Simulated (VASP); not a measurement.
Write the native input for VASP 6.6.1 that does the following.

- Task: relaxation of cell and atoms
- Functional: PBE
- Potentials or basis: VASP PAW PBE potentials, release 64 (I)
- Cutoff: 600 eV
- k mesh: 8 × 8 × 4
- Occupations: gaussian, width 0.03 eV
- Spin: no spin polarisation
- Target pressure: 17 GPa
- Further INCAR settings: ALGO = Normal; EDIFF = 1e-06; IBRION = 2; EDIFFG = -0.01; NSW = 90; ISIF = 3
- Target pressure: 17 GPa

The structure of I lies in POSCAR:

```
I
1.0
    2.9540000000     -2.0027500000      0.0000000000
    2.9540000000      2.0027500000      0.0000000000
    0.0000000000      0.0000000000      9.0992000000
I
4
Direct
    0.5701000000      0.4299000000      0.2644600000
    0.4299000000      0.5701000000      0.7644600000
    0.9613000000      0.0387000000      0.5117300000
    0.0387000000      0.9613000000      0.0117300000
```

One way to write it, as run:

INCAR

```
SYSTEM = I
PREC = Accurate
ENCUT = 600
EDIFF = 1E-6
ISMEAR = 0
SIGMA = 0.03
LREAL = .False.
LASPH = .True.
NELM = 80
ALGO = Normal
ISIF = 3
LWAVE = .False.
LCHARG = .False.
GGA = PE
IBRION = 2
NSW = 90
EDIFFG = -0.01
PSTRESS = 170.0
KPAR = 2
```

KPOINTS

```
regular mesh
0
Gamma
  8 8 4
  0 0 0
```

Potentials or basis: VASP PAW PBE potentials, release 64 (I).

Launch:

```console
$ cat potpaw_PBE.64/I/POTCAR > POTCAR
$ mpirun -np 2 vasp_std > vasp.out
```

Results of the run:

```yaml
Relaxed_volume: 27.44 Å³/atom
Relaxed_cell: a = 3.614 Å, b = 3.614 Å, c = 9.126 Å, α = 90.00°, β = 90.00°, γ = 67.06°
Space_group_after_relaxing_to_0.05_Å: Cmcm (No. 63)
Energy_change_on_relaxing_the_enthalpy_is_what_falls: -66.1 meV/atom
Ionic_steps: 37
Pressure_after_relaxing: 17.0 GPa
Largest_force_after_relaxing: 0.009 eV/Å
Band_gap_on_the_k_mesh: 0.12 eV, indirect (least direct gap 0.66 eV)
```

Caveat: the cell is relaxed towards a set pressure, so the enthalpy falls and the energy may rise; spin-orbit coupling is left out, which moves the levels of the heavy elements.

Wall time 9.5 min on 2 MPI ranks on AMD EPYC 9R45 (Zen 5) (shared host), peak memory 0.32 GiB a rank.
